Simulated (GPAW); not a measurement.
**NaF (Villiaumite): one start, several treatments of the self-energy**

How much does the gap of NaF (Villiaumite) depend on the approximation to the self-energy?

Calculated with GPAW 26.7.0; PBE and many-body steps on it, plane waves.

Most raw output is cut from this account.

The database entry behind the starting cell differs from later determinations by our own check (0.1 to 0.3 % short, probably kX units), so it need not match the best structure at ambient conditions.

### Step 1. Set-up

It takes space group Fm-3m (No. 225, cubic). The conventional cell has a = 4.620 Å, b = 4.620 Å, c = 4.620 Å, α = 90.00°, β = 90.00°, γ = 90.00°. Nearest to Na lie 6 F at 2.31 Å. F has 6 Na at 2.31 Å nearest. Farther neighbours and most contacts between anions are not listed.

Structure file:

```xyz
2
Lattice="0.0000 2.3100 2.3100 2.3100 0.0000 2.3100 2.3100 2.3100 0.0000" Properties=species:S:1:pos:R:3 pbc="T T T"
Na    0.0000    0.0000    0.0000
F     2.3100    2.3100    2.3100
```

The cell and positions come from the Crystallography Open Database and are kept as given unless a step says otherwise.

### Step 2. Empty states on the mesh, 6×6×6 mesh, 376 bands

This step: GPAW 26.7.0; DFT, PBE, plane waves, PAW.

The sums over transitions need many empty states on a uniform mesh; this step solves for them.

The input, run.py:

```python
import json
import numpy as np
from gpaw.mpi import world
from gpaw import GPAW

calc = GPAW('gs.gpw').fixed_density(kpts={'size': (6, 6, 6), 'gamma': True},
    parallel={'domain': 1, 'band': 1},
    txt='nscf.txt')
calc.diagonalize_full_hamiltonian(nbands=376)
calc.write('full.gpw', mode='all')
res = {}
kpts = calc.get_ibz_k_points()
res['kpts'] = kpts
res['eigenvalues'] = [calc.get_eigenvalues(kpt=k) for k in range(len(kpts))]
res['n_electrons'] = calc.get_number_of_electrons()

if world.rank == 0:
    with open('result.json', 'w') as f:
        json.dump(res, f, default=lambda x: x.tolist())
```

Launch:

```
$ mpirun -n 4 gpaw python run.py
```

Elapsed: 8.5 s, on 4 MPI ranks of Intel Xeon Platinum 8259CL at 2.50GHz (Skylake/Cascade Lake), shared host; peak memory 0.98 GiB.

Numbers from this step:

```yaml
gap: 6.378 eV
k_of_the_valence_top: 0, 0, 0
k_of_the_conduction_bottom: 0, 0, 0
least_direct_gap: 6.378 eV
k_points_computed: 16
lowest_point_of_the_top_converged_band_above_the_valence_top: 345.1271 eV
```

On this mesh the gap is 6.378 eV.

### Step 3. G0W0, Godby-Needs plasmon pole

Now the one-shot GW correction: screening in the RPA, then the self-energy of the levels asked for.

This step: G0W0 on PBE, plane waves, PAW.

The input, run.py:

```python
import json
import numpy as np
from gpaw.mpi import world
from gpaw.response.g0w0 import G0W0

gw = G0W0('full.gpw',
    filename='gw',
    kpts=[0],
    bands=(5, 9),
    ecut=210,
    nbands=170,
    integrate_gamma='WS',
    ppa=True)
gw.calculate()
res = {mode: {k: v for k, v in r.items() if k != 'sigma_eskwn'}
       for mode, r in gw.all_results.items()}

if world.rank == 0:
    with open('result.json', 'w') as f:
        json.dump(res, f, default=lambda x: x.tolist())
```

Launch:

```
$ mpirun -n 4 gpaw python run.py
```

The job ended after 2 min (4 MPI ranks; peak memory 1.3 GiB; 8 min of CPU time).

Numbers from this step:

| Quantity | Value |
| --- | --- |
| G0W0 gap on the points computed | 10.59 eV |
| least direct G0W0 gap on the computed points | 10.59 eV |
| Z at the valence top | 0.8144 |
| Z at the conduction bottom | 0.9036 |
| starting gap on the mesh | 6.378 eV |
| k of the valence top | 0, 0, 0 |
| k of the conduction bottom | 0, 0, 0 |

The gap on the mesh goes from 6.38 eV to 10.59 eV, a correction of +4.22 eV.

### Step 4. One-shot HSE06

This step: one-shot HSE06 levels on PBE orbitals, plane waves, PAW.

The input, run.py:

```python
import json
import numpy as np
from gpaw.mpi import world
from gpaw.hybrids.eigenvalues import non_self_consistent_eigenvalues

dft, vxc, vxc_hyb = non_self_consistent_eigenvalues('full.gpw', 'HSE06', 5, 9, kpt_indices=[0])
res = {'dft': dft[0], 'hybrid': (dft - vxc + vxc_hyb)[0]}
if world.rank == 0:
    with open('hybrid.txt', 'w') as f:
        for k, e0, e1 in zip([0], res['dft'], res['hybrid']):
            print(k, ' '.join(f'{x:9.4f}' for x in e0), '|', ' '.join(f'{x:9.4f}' for x in e1), file=f)

if world.rank == 0:
    with open('result.json', 'w') as f:
        json.dump(res, f, default=lambda x: x.tolist())
```

Launch:

```
$ mpirun -n 4 gpaw python run.py
```

It took 5.4 s on 4 MPI ranks; peak memory 0.69 GiB.

Numbers from this step:

```yaml
starting_gap_on_the_mesh: 6.378 eV
hybrid_gap_on_the_mesh: 8.576 eV
least_direct_hybrid_gap_on_the_computed_points: 8.576 eV
```

### Step 5. G0W0, extrapolated in the cutoff

This step: G0W0 on PBE, plane waves, PAW.

The input, run.py:

```python
import json
import numpy as np
from gpaw.mpi import world
from gpaw.response.g0w0 import G0W0

gw = G0W0('full.gpw',
    filename='gw',
    kpts=[0],
    bands=(5, 9),
    ecut=350.0,
    integrate_gamma='WS',
    ppa=True,
    ecut_extrapolation=True)
gw.calculate()
res = {mode: {k: v for k, v in r.items() if k != 'sigma_eskwn'}
       for mode, r in gw.all_results.items()}

if world.rank == 0:
    with open('result.json', 'w') as f:
        json.dump(res, f, default=lambda x: x.tolist())
```

Launch:

```
$ mpirun -n 4 gpaw python run.py
```

Run time: 20 min. Hardware: 4 MPI ranks; peak memory 1.4 GiB; 82 min of CPU time.

Numbers from this step:

```
quasiparticle gap on the points computed              : 10.80 eV
least direct quasiparticle gap on the computed points : 10.80 eV
Z at the valence top                                  : 0.8092
Z at the conduction bottom                            : 0.9027
starting gap on the mesh                              : 6.378 eV
k of the valence top                                  : 0, 0, 0
k of the conduction bottom                            : 0, 0, 0
gaps at the cutoffs of the extrapolation              : 10.68, 10.69, 10.70 eV
```

Against G0W0 in GPAW (6×6×6 mesh, 170 bands, screening to 210 eV, Godby-Needs plasmon pole), the gap moves by +0.207 eV.

### Step 6. One-shot Hartree-Fock

This step: one-shot Hartree-Fock levels on PBE orbitals, plane waves, PAW.

The input, run.py:

```python
import json
import numpy as np
from gpaw.mpi import world
from gpaw.hybrids.eigenvalues import non_self_consistent_eigenvalues

dft, vxc, vxc_hyb = non_self_consistent_eigenvalues('full.gpw', 'EXX', 5, 9, kpt_indices=[0])
res = {'dft': dft[0], 'hybrid': (dft - vxc + vxc_hyb)[0]}
if world.rank == 0:
    with open('hybrid.txt', 'w') as f:
        for k, e0, e1 in zip([0], res['dft'], res['hybrid']):
            print(k, ' '.join(f'{x:9.4f}' for x in e0), '|', ' '.join(f'{x:9.4f}' for x in e1), file=f)

if world.rank == 0:
    with open('result.json', 'w') as f:
        json.dump(res, f, default=lambda x: x.tolist())
```

Launch:

```
$ mpirun -n 4 gpaw python run.py
```

Wall time 5.8 s (4 MPI ranks); peak memory 0.66 GiB; 22 s of CPU time.

This step gave:

```yaml
starting_gap_on_the_mesh: 6.378 eV
hybrid_gap_on_the_mesh: 18.30 eV
least_direct_hybrid_gap_on_the_computed_points: 18.30 eV
```

### Step 7. G0W0, full frequency, Hilbert transform

This step: G0W0 on PBE, plane waves, PAW.

The input, run.py:

```python
import json
import numpy as np
from gpaw.mpi import world
from gpaw.response.g0w0 import G0W0

gw = G0W0('full.gpw',
    filename='gw',
    kpts=[0],
    bands=(5, 9),
    ecut=210,
    nbands=170,
    integrate_gamma='WS',
    frequencies={'type': 'nonlinear', 'domega0': 0.1, 'omega2': 15.0},
    eta=0.1,
    nblocksmax=True)
gw.calculate()
res = {mode: {k: v for k, v in r.items() if k != 'sigma_eskwn'}
       for mode, r in gw.all_results.items()}

if world.rank == 0:
    with open('result.json', 'w') as f:
        json.dump(res, f, default=lambda x: x.tolist())
```

Launch:

```
$ mpirun -n 4 gpaw python run.py
```

Run time: 3.5 min. Hardware: 4 MPI ranks; peak memory 1.7 GiB.

This step gave:

* G0W0 gap on the points computed: 10.74 eV
* least direct G0W0 gap on the computed points: 10.74 eV
* starting gap on the mesh: 6.378 eV
* k of the valence top: 0, 0, 0
* k of the conduction bottom: 0, 0, 0

Against G0W0 in GPAW (6×6×6 mesh, 170 bands, screening to 210 eV, Godby-Needs plasmon pole), the gap moves by +0.148 eV.

### Step 8. The runs together

Times are wall times on 4 MPI ranks of Intel Xeon Platinum 8259CL at 2.50GHz (Skylake/Cascade Lake), shared host, good to a factor of about two.

```csv
run,mesh,bands,screening cutoff (eV),DFT gap (eV),gap on the mesh (eV),direct (eV),time
"G0W0, Godby-Needs plasmon pole",6×6×6,170,210,6.378,10.594,10.594,2 min
one-shot HSE06,6×6×6,-,-,6.378,8.576,8.576,5.4 s
"G0W0, extrapolated in the cutoff",6×6×6,-,350,6.378,10.801,10.801,20 min
one-shot Hartree-Fock,6×6×6,-,-,6.378,18.299,18.299,5.8 s
"G0W0, full frequency, Hilbert transform",6×6×6,170,210,6.378,10.741,10.741,3.5 min
```

### Step 9. Summary of results

- G0W0, Godby-Needs plasmon pole: 10.594 eV
- one-shot HSE06: 8.576 eV
- G0W0, extrapolated in the cutoff: 10.801 eV
- one-shot Hartree-Fock: 18.299 eV
- G0W0, full frequency, Hilbert transform: 10.741 eV
- known limits: not at the basis limit

In words: One-shot HSE06: −2.018 eV against G0W0, Godby-Needs plasmon pole. G0W0, extrapolated in the cutoff: +0.207 eV against G0W0, Godby-Needs plasmon pole, at other bands or cutoff, so not like for like. One-shot Hartree-Fock: +7.706 eV against G0W0, Godby-Needs plasmon pole. G0W0, full frequency, Hilbert transform: +0.148 eV against G0W0, Godby-Needs plasmon pole. Bare exchange alone opens the gap to 18.30 eV; against G0W0, correlation takes back 7.71 eV. One-shot hybrid levels are evaluated on the PBE orbitals. Bands and cutoff are finite, so the gap is not at the basis limit. The miss can reach some tenths of an eV and take either sign; the mesh is an error of its own. These stock PAW sets were not made for GW. In the G0W0 runs levels were corrected at 1 k point alone, so a gap called «on the mesh» is the least over those, and an edge elsewhere would be missed. The program warns of a poor linear fit in the extrapolation of some level, so the extrapolated values are rough.

[Paths, hosts, dates, memory and timing lines, banners, echoed tables and standing remarks are left out of the program output.]

[Logs are printed without paths, hosts, clocks, repeated set-up lines and the standing remarks that a program may print on its own settings, such as how far it seeks lower states.]

[Runs of the session that timed out or met a known fault of the program may be left out.]

[Hosts, paths, dates, database ids (printed as entryN), source tags and the programs' standing remarks are cut or masked in the printed files.]
